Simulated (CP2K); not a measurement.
# AlAu (Pm-3m) in CP2K: equation of state

Aim: energy against volume of AlAu in PBEsol, for its equilibrium volume and stiffness.

All numbers are computed with CP2K 2026.2; they aren't measurements. Logs are shortened: lines on timing, memory, paths and dates and some standing lists are left out, and cuts for length are marked.

### Step 1. The crystal as given

Symmetry: Pm-3m, No. 221, cubic system. Conventional cell: a = 3.224 Å, b = 3.224 Å, c = 3.224 Å, α = 90.00°, β = 90.00°, γ = 90.00°. Au (site symmetry m-3m) has 8 Al at 2.79 Å as nearest neighbours. Around Al (site symmetry m-3m) lie 8 Au at 2.79 Å.

The cell comes from a database or a generator and needn't be the stable form of this composition.

### Step 2. Single point, PBEsol, 16.75 Å³/atom

Contents of alau_eos.inp:

```
&GLOBAL
  PROJECT alau_eos
  RUN_TYPE ENERGY_FORCE
  PRINT_LEVEL LOW
&END GLOBAL
&FORCE_EVAL
  METHOD QS
  STRESS_TENSOR ANALYTICAL
  &DFT
    BASIS_SET_FILE_NAME BASIS_MOLOPT_UZH
    POTENTIAL_FILE_NAME POTENTIAL_UZH
    &MGRID
      CUTOFF 500
      REL_CUTOFF 60
      NGRIDS 5
    &END MGRID
    &QS
      METHOD GPW
      EPS_DEFAULT 1.0E-10
    &END QS
    &KPOINTS
      SCHEME MONKHORST-PACK 8 8 8
      GAMMA_CENTERED T
      SYMMETRY T
      SYMMETRY_BACKEND SPGLIB
    &END KPOINTS
    &SCF
      SCF_GUESS ATOMIC
      EPS_SCF 1.0E-6
      MAX_SCF 100
      ADDED_MOS 13
      CHOLESKY OFF
      EPS_EIGVAL 1.0E-7
      &DIAGONALIZATION ON
        ALGORITHM STANDARD
      &END DIAGONALIZATION
      &MIXING ON
        METHOD BROYDEN_MIXING
        ALPHA 0.4
        BETA 1.5
        NBUFFER 8
      &END MIXING
      &SMEAR ON
        METHOD FERMI_DIRAC
        ELECTRONIC_TEMPERATURE [K] 580.226
      &END SMEAR
    &END SCF
    &XC
      &XC_FUNCTIONAL
        &GGA_X_PBE_SOL
        &END GGA_X_PBE_SOL
        &GGA_C_PBE_SOL
        &END GGA_C_PBE_SOL
      &END XC_FUNCTIONAL
    &END XC
    &PRINT
      &KPOINTS ON
      &END KPOINTS
      &MULLIKEN ON
      &END MULLIKEN
      &MO ON
        ENERGIES T
        OCCUPATION_NUMBERS T
        &EACH
          QS_SCF 0
        &END EACH
        ADD_LAST NUMERIC
      &END MO
    &END PRINT
  &END DFT
  &SUBSYS
    &CELL
      ABC 3.2239420000 3.2239420000 3.2239420000
      ALPHA_BETA_GAMMA 90.0000000000 90.0000000000 90.0000000000
      PERIODIC XYZ
    &END CELL
    &COORD
      SCALED
      Au  0.5000000000 0.5000000000 0.5000000000
      Al  0.0000000000 0.0000000000 0.0000000000
    &END COORD
    &KIND Au
      BASIS_SET TZVP-MOLOPT-PBE-GTH-q11
      POTENTIAL GTH-PBE-q11
    &END KIND
    &KIND Al
      BASIS_SET TZVP-MOLOPT-PBE-GTH-q3
      POTENTIAL GTH-PBE-q3
    &END KIND
    &PRINT
      &ATOMIC_COORDINATES ON
      &END ATOMIC_COORDINATES
      &CELL ON
      &END CELL
    &END PRINT
  &END SUBSYS
  &PRINT
    &FORCES ON
    &END FORCES
    &STRESS_TENSOR ON
    &END STRESS_TENSOR
  &END PRINT
&END FORCE_EVAL
```

Potentials or basis: POTENTIAL_UZH Au GTH-PBE-q11, Al GTH-PBE-q3; TZVP-MOLOPT-PBE-GTH basis.

Launch:

```
OMP_NUM_THREADS=1 cp2k.psmp -i alau_eos.inp -o alau_eos.out
```

alau_eos.out:

```text

 CP2K| version string:                                       CP2K version 2026.2
 CP2K| Input file name                                              alau_eos.inp

 GLOBAL| Force Environment number                                              1
 GLOBAL| Basis set file name                                    BASIS_MOLOPT_UZH
 GLOBAL| Potential file name                                       POTENTIAL_UZH
 GLOBAL| MM Potential file name                                     MM_POTENTIAL
 GLOBAL| Coordinate file name                                      __STD_INPUT__
 GLOBAL| Method name                                                        CP2K
 GLOBAL| Project name                                                   alau_eos
 GLOBAL| Run type                                                   ENERGY_FORCE
 GLOBAL| FFT library                                                       FFTW3
[... 6 lines left out ...]
 GLOBAL| Total number of message passing processes                             1
 GLOBAL| Number of threads for this process                                    1
 GLOBAL| CPU model name                                                  UNKNOWN

 CELL| Volume [angstrom^3]:                                            33.509015
 CELL| Vector a [angstrom]:       3.224     0.000     0.000   |a| =     3.223942
 CELL| Vector b [angstrom]:       0.000     3.224     0.000   |b| =     3.223942
 CELL| Vector c [angstrom]:       0.000     0.000     3.224   |c| =     3.223942
 CELL| Angle (b,c), alpha [degree]:                                    90.000000
 CELL| Angle (a,c), beta  [degree]:                                    90.000000
 CELL| Angle (a,b), gamma [degree]:                                    90.000000
 CELL| Numerically orthorhombic:                                             YES
 CELL| Periodicity                                                           XYZ

 CELL_REF| Volume [angstrom^3]:                                        33.509015
 CELL_REF| Vector a [angstrom     3.224     0.000     0.000   |a| =     3.223942
 CELL_REF| Vector b [angstrom     0.000     3.224     0.000   |b| =     3.223942
 CELL_REF| Vector c [angstrom     0.000     0.000     3.224   |c| =     3.223942
 CELL_REF| Angle (b,c), alpha [degree]:                                90.000000
 CELL_REF| Angle (a,c), beta  [degree]:                                90.000000
 CELL_REF| Angle (a,b), gamma [degree]:                                90.000000
 CELL_REF| Numerically orthorhombic:                                         YES
 CELL_REF| Periodicity                                                       XYZ

[... 9 lines left out ...]

  Total number of            - Atomic kinds:                                   2
                             - Atoms:                                          2
                             - Shell sets:                                     2
                             - Shells:                                        17
                             - Primitive Cartesian functions:                 10
                             - Cartesian basis functions:                     58
                             - Spherical basis functions:                     51

  Maximum angular momentum of- Orbital basis functions:                        3
                             - Local part of the GTH pseudopotential:          0
                             - Non-local part of the GTH pseudopotential:      4

 MODULE QUICKSTEP: ATOMIC COORDINATES IN ANGSTROM

   Atom Kind Element         X             Y             Z       Z(eff)     Mass
      1    1 Au   79      1.611971      1.611971      1.611971  11.0000 196.9666
      2    2 Al   13      0.000000      0.000000      0.000000   3.0000  26.9815

 SCF PARAMETERS         Density guess:                                    ATOMIC
[... 9 lines left out ...]
                        --------------------------------------------------------
                        level_shift [a.u.]:                             0.000000
                        added MOs                                        13    0
                        --------------------------------------------------------
                        Mixing method:                            BROYDEN_MIXING
                                                charge density mixing in g-space
                        --------------------------------------------------------
                        Smear method:                                FERMI_DIRAC
                        Electronic temperature [K]:                        580.2
                        Electronic temperature [a.u.]:                  1.84E-03
                        Accuracy threshold:                             1.00E-10
                        --------------------------------------------------------
                        No outer SCF

[... 38 lines left out ...]
     2 Broy./Diag. 0.40E+00    3.9     0.13652754       -36.8696737046 -1.58E+00
     3 Broy./Diag. 0.40E+00    4.0     0.12243172       -35.8671578989  1.00E+00
     4 Broy./Diag. 0.40E+00    4.0     0.02112714       -35.2117575817  6.55E-01
     5 Broy./Diag. 0.40E+00    3.8     0.00789675       -35.1332054126  7.86E-02
     6 Broy./Diag. 0.40E+00    3.9     0.00518054       -35.1751877417 -4.20E-02
     7 Broy./Diag. 0.40E+00    3.9     0.00196493       -35.1869214715 -1.17E-02
     8 Broy./Diag. 0.40E+00    4.0     0.00028813       -35.1802585692  6.66E-03
     9 Broy./Diag. 0.40E+00    3.9     0.00014258       -35.1805331211 -2.75E-04
    10 Broy./Diag. 0.40E+00    4.0     0.00003085       -35.1809948020 -4.62E-04
    11 Broy./Diag. 0.40E+00    3.9     0.00000293       -35.1810678373 -7.30E-05
    12 Broy./Diag. 0.40E+00    4.0     0.00000170       -35.1810746576 -6.82E-06
    13 Broy./Diag. 0.40E+00    4.0     0.00000004       -35.1810764766 -1.82E-06

  *** SCF run converged in    13 steps ***

  Electronic density on regular grids:        -14.0000000000        0.0000000000
  Core density on regular grids:               13.9999999975       -0.0000000025
  Total charge density on r-space grids:       -0.0000000025
  Total charge density g-space grids:          -0.0000000025

  Overlap energy of the core charge distribution:               0.00000000007801
  Self energy of the core charge distribution:                -63.43096980980517
  Core Hamiltonian energy:                                     19.28449195929081
  Hartree energy:                                              14.95543349445285
  Exchange-correlation energy:                                 -5.98977131343875
  Electronic entropic energy:                                  -0.00026080719711
  Fermi energy:                                                 0.35469481025253

  Total energy:                                               -35.18107647661521
  Total energy (extrapolated to T->0):                        -35.18094607301666

 MO| EIGENVALUES AND OCCUPATION NUMBERS FOR K POINT 1
 MO|
 MO|  Index      Eigenvalue [a.u.]        Eigenvalue [eV]             Occupation
 MO|      1               0.079732               2.169625               2.000000
 MO|      2               0.101957               2.774401               2.000000
 MO|      3               0.101957               2.774401               2.000000
 MO|      4               0.187344               5.097900               2.000000
 MO|      5               0.187344               5.097900               2.000000
 MO|      6               0.234598               6.383723               2.000000
[... 12 lines left out ...]
 MO|     19               1.389516              37.810649               0.000000
 MO|     20               1.416993              38.558346               0.000000
 MO| Sum:                                                              12.001242
 MO| E(Fermi):            0.354695 a.u.          9.651737 eV
[... 324 lines left out ...]
 MO|      1               0.059262               1.612608               2.000000
 MO|      2               0.104665               2.848076               2.000000
 MO|      3               0.152776               4.157248               2.000000
 MO|      4               0.157832               4.294829               2.000000
 MO|      5               0.171705               4.672324               2.000000
 MO|      6               0.208580               5.675740               2.000000
[... 12 lines left out ...]
 MO|     19               1.269305              34.539551               0.000000
 MO|     20               1.331174              36.223092               0.000000
 MO| Sum:                                                              14.585250
 MO| E(Fermi):            0.354695 a.u.          9.651737 eV
 MO| Band gap:            0.124676 a.u.          3.392619 eV

 [... the levels of further k-points ...]

 !-----------------------------------------------------------------------------!
                     Mulliken Population Analysis

 #  Atom  Element  Kind  Atomic population                           Net charge
       1     Au       1         10.772890                              0.227110
       2     Al       2          3.227110                             -0.227110
 # Total charge                             14.000000                  0.000000

 !-----------------------------------------------------------------------------!

 ENERGY| Total FORCE_EVAL ( QS ) energy [hartree]            -35.181076644848361

 FORCES| Atomic forces [hartree/bohr]
 FORCES|   Atom     x               y               z               |f|
 FORCES|      1 -2.50613680E-14 -1.77581107E-14 -2.84524453E-14   4.18684166E-14
 FORCES|      2  1.15723901E-12  1.15063551E-12  1.16141954E-12   2.00301262E-12
 FORCES| Sum     1.13217765E-12  1.13287739E-12  1.13296710E-12
 FORCES| Total atomic force                                       1.96184909E-12

 STRESS| Analytical stress tensor [bar]
 STRESS|                        x                   y                   z
 STRESS|      x       -1.77579603968E+04   3.50187691425E-06  -1.42753783876E-04
 STRESS|      y        3.50187691425E-06  -1.77579627111E+04   1.44025046720E-04
 STRESS|      z       -1.42753783876E-04   1.44025046720E-04  -1.77579540763E+04
 STRESS| 1/3 Trace                                            -1.77579590614E+04
 STRESS| Determinant                                          -5.59988555408E+12

 STRESS| Eigenvectors and eigenvalues of the analytical stress tensor [bar]
 STRESS|                        1                   2                   3
 STRESS| Eigenvalues  -1.77579627135E+04  -1.77579604001E+04  -1.77579540707E+04
 STRESS|      x          -0.002541336495      0.999742542811     -0.022547498801
 STRESS|      y           0.999857072639      0.002917209026      0.016653053360
 STRESS|      z          -0.016714541679      0.022501955134      0.999607065857
```

It took 64 s on 1 thread of Arm Neoverse V1, shared host; peak memory 0.31 GiB.

What came out:

| Item | Value |
| --- | --- |
| Free energy | -957.3258 eV |
| Pressure | -1.8 GPa |
| Band gap on the k mesh | none (metal or under the smearing width) |
| Mulliken charges | Au +0.23; Al -0.23 e |

Caveat: Mulliken charges move with the basis; with these potentials and basis sets, volumes of gold and of layered tellurides can stand 1.5 % and more from those of plane-wave programs; the potentials were made for another functional, which shifts forces and pressure; the basis of atomic orbitals isn't converged, which shifts pressures, moduli and gaps.

### Step 3. Single point, PBEsol, 16.42 Å³/atom (volume scaled by 0.98)

alau_eos.inp: that of step 2 with these lines changed.

```diff
@@ -11,2 +11,3 @@
     POTENTIAL_FILE_NAME POTENTIAL_UZH
+    WFN_RESTART_FILE_NAME previous-RESTART.kp
     &MGRID
@@ -27,3 +28,3 @@
     &SCF
-      SCF_GUESS ATOMIC
+      SCF_GUESS RESTART
       EPS_SCF 1.0E-6
@@ -72,3 +73,3 @@
     &CELL
-      ABC 3.2239420000 3.2239420000 3.2239420000
+      ABC 3.2023041534 3.2023041534 3.2023041534
       ALPHA_BETA_GAMMA 90.0000000000 90.0000000000 90.0000000000
```

Potentials or basis: POTENTIAL_UZH Au GTH-PBE-q11, Al GTH-PBE-q3; TZVP-MOLOPT-PBE-GTH basis.

Launch:

```
OMP_NUM_THREADS=1 cp2k.psmp -i alau_eos.inp -o alau_eos.out
```

It took 49 s on 1 thread of Arm Neoverse V1, shared host; peak memory 0.31 GiB.

Results (log left out):

```
Free energy            : -957.3283 eV
Pressure               : 0.6 GPa
Band gap on the k mesh : none (metal or under the smearing width)
Mulliken charges       : Au +0.25; Al -0.25 e
```

Caveat: Mulliken charges move with the basis; with these potentials and basis sets, volumes of gold and of layered tellurides can stand 1.5 % and more from those of plane-wave programs; the potentials were made for another functional, which shifts forces and pressure; the basis of atomic orbitals isn't converged, which shifts pressures, moduli and gaps.

### Step 4. Single point, PBEsol, 17.09 Å³/atom (volume scaled by 1.02)

alau_eos.inp: that of step 3 with these lines changed.

```diff
@@ -73,3 +73,3 @@
     &CELL
-      ABC 3.2023041534 3.2023041534 3.2023041534
+      ABC 3.2452932315 3.2452932315 3.2452932315
       ALPHA_BETA_GAMMA 90.0000000000 90.0000000000 90.0000000000
```

Launch:

```
OMP_NUM_THREADS=1 cp2k.psmp -i alau_eos.inp -o alau_eos.out
```

Run time: 71 s. Hardware: 1 thread of Arm Neoverse V1, shared host; peak memory 0.31 GiB.

It converged, with:

```yaml
Free_energy: -957.3139 eV
Pressure: -3.9 GPa
Band_gap_on_the_k_mesh: none (metal or under the smearing width)
Mulliken_charges: Au +0.20; Al -0.20 e
```

Caveat: Mulliken charges move with the basis; with these potentials and basis sets, volumes of gold and of layered tellurides can stand 1.5 % and more from those of plane-wave programs; the potentials were made for another functional, which shifts forces and pressure; the basis of atomic orbitals isn't converged, which shifts pressures, moduli and gaps.

### Step 5. Single point, PBEsol, 16.08 Å³/atom (volume scaled by 0.96)

alau_eos.inp: that of step 4 with these lines changed.

```diff
@@ -73,3 +73,3 @@
     &CELL
-      ABC 3.2452932315 3.2452932315 3.2452932315
+      ABC 3.1803698749 3.1803698749 3.1803698749
       ALPHA_BETA_GAMMA 90.0000000000 90.0000000000 90.0000000000
```

Launch:

```
OMP_NUM_THREADS=1 cp2k.psmp -i alau_eos.inp -o alau_eos.out
```

It took 72 s on 1 thread of Arm Neoverse V1, shared host; peak memory 0.32 GiB.

Results (log left out):

```
Free energy            : -957.3201 eV
Pressure               : 3.4 GPa
Band gap on the k mesh : none (metal or under the smearing width)
Mulliken charges       : Au +0.28; Al -0.28 e
```

Caveat: Mulliken charges move with the basis; with these potentials and basis sets, volumes of gold and of layered tellurides can stand 1.5 % and more from those of plane-wave programs; the potentials were made for another functional, which shifts forces and pressure; the basis of atomic orbitals isn't converged, which shifts pressures, moduli and gaps.

### Step 6. Single point, PBEsol, 17.42 Å³/atom (volume scaled by 1.04)

alau_eos.inp: that of step 5 with these lines changed.

```diff
@@ -73,3 +73,3 @@
     &CELL
-      ABC 3.1803698749 3.1803698749 3.1803698749
+      ABC 3.2663671547 3.2663671547 3.2663671547
       ALPHA_BETA_GAMMA 90.0000000000 90.0000000000 90.0000000000
```

Potentials or basis: POTENTIAL_UZH Au GTH-PBE-q11, Al GTH-PBE-q3; TZVP-MOLOPT-PBE-GTH basis.

Launch:

```
OMP_NUM_THREADS=1 cp2k.psmp -i alau_eos.inp -o alau_eos.out
```

It took 69 s on 1 thread of Arm Neoverse V1, shared host; peak memory 0.31 GiB.

It converged, with:

```yaml
Free_energy: -957.2940 eV
Pressure: -5.6 GPa
Band_gap_on_the_k_mesh: none (metal or under the smearing width)
Mulliken_charges: Au +0.18; Al -0.18 e
```

Caveat: Mulliken charges move with the basis; with these potentials and basis sets, volumes of gold and of layered tellurides can stand 1.5 % and more from those of plane-wave programs; the potentials were made for another functional, which shifts forces and pressure; the basis of atomic orbitals isn't converged, which shifts pressures, moduli and gaps.

### Step 7. Single point, PBEsol, 15.75 Å³/atom (volume scaled by 0.94)

alau_eos.inp: that of step 6 with these lines changed.

```diff
@@ -73,3 +73,3 @@
     &CELL
-      ABC 3.2663671547 3.2663671547 3.2663671547
+      ABC 3.1581287985 3.1581287985 3.1581287985
       ALPHA_BETA_GAMMA 90.0000000000 90.0000000000 90.0000000000
```

Launch:

```
OMP_NUM_THREADS=1 cp2k.psmp -i alau_eos.inp -o alau_eos.out
```

It took 73 s on 1 thread of Arm Neoverse V1, shared host; peak memory 0.32 GiB.

It converged, with:

```
Free energy            : -957.2998 eV
Pressure               : 6.4 GPa
Band gap on the k mesh : none (metal or under the smearing width)
Mulliken charges       : Au +0.30; Al -0.30 e
```

Caveat: Mulliken charges move with the basis; with these potentials and basis sets, volumes of gold and of layered tellurides can stand 1.5 % and more from those of plane-wave programs; the potentials were made for another functional, which shifts forces and pressure; the basis of atomic orbitals isn't converged, which shifts pressures, moduli and gaps.

### Step 8. Single point, PBEsol, 17.76 Å³/atom (volume scaled by 1.06)

alau_eos.inp: that of step 7 with these lines changed.

```diff
@@ -73,3 +73,3 @@
     &CELL
-      ABC 3.1581287985 3.1581287985 3.1581287985
+      ABC 3.2871726019 3.2871726019 3.2871726019
       ALPHA_BETA_GAMMA 90.0000000000 90.0000000000 90.0000000000
```

Launch:

```
OMP_NUM_THREADS=1 cp2k.psmp -i alau_eos.inp -o alau_eos.out
```

Wall time 65 s (1 thread of Arm Neoverse V1, shared host); peak memory 0.31 GiB.

Results (log left out):

```
Free energy            : -957.2674 eV
Pressure               : -7.1 GPa
Band gap on the k mesh : none (metal or under the smearing width)
Mulliken charges       : Au +0.16; Al -0.16 e
```

Caveat: Mulliken charges move with the basis; with these potentials and basis sets, volumes of gold and of layered tellurides can stand 1.5 % and more from those of plane-wave programs; the potentials were made for another functional, which shifts forces and pressure; the basis of atomic orbitals isn't converged, which shifts pressures, moduli and gaps.

### Step 9. Equation of state, PBEsol

Potentials or basis: POTENTIAL_UZH Au GTH-PBE-q11, Al GTH-PBE-q3; TZVP-MOLOPT-PBE-GTH basis.

This step only gathers the single runs of the series.

What came out:

```yaml
Equilibrium_volume: 16.50 Å³/atom
Bulk_modulus: 121 GPa
Pressure_derivative_of_the_bulk_modulus: "6.1 (rough: it moves with the points fitted)"
```

Energy against volume, from the lowest point:
```tsv
volume (Å³/atom)	energy (meV/atom)
15.749	14.25
16.084	4.10
16.419	0.00
16.755	1.25
17.090	7.20
17.425	17.14
17.760	30.43
```

Caveat: with these potentials and basis sets, volumes of gold and of layered tellurides can stand 1.5 % and more from those of plane-wave programs; the potentials were made for another functional, which shifts forces and pressure; the basis of atomic orbitals isn't converged, which shifts pressures, moduli and gaps. Spin-orbit coupling is left out, which matters for the levels of Au.
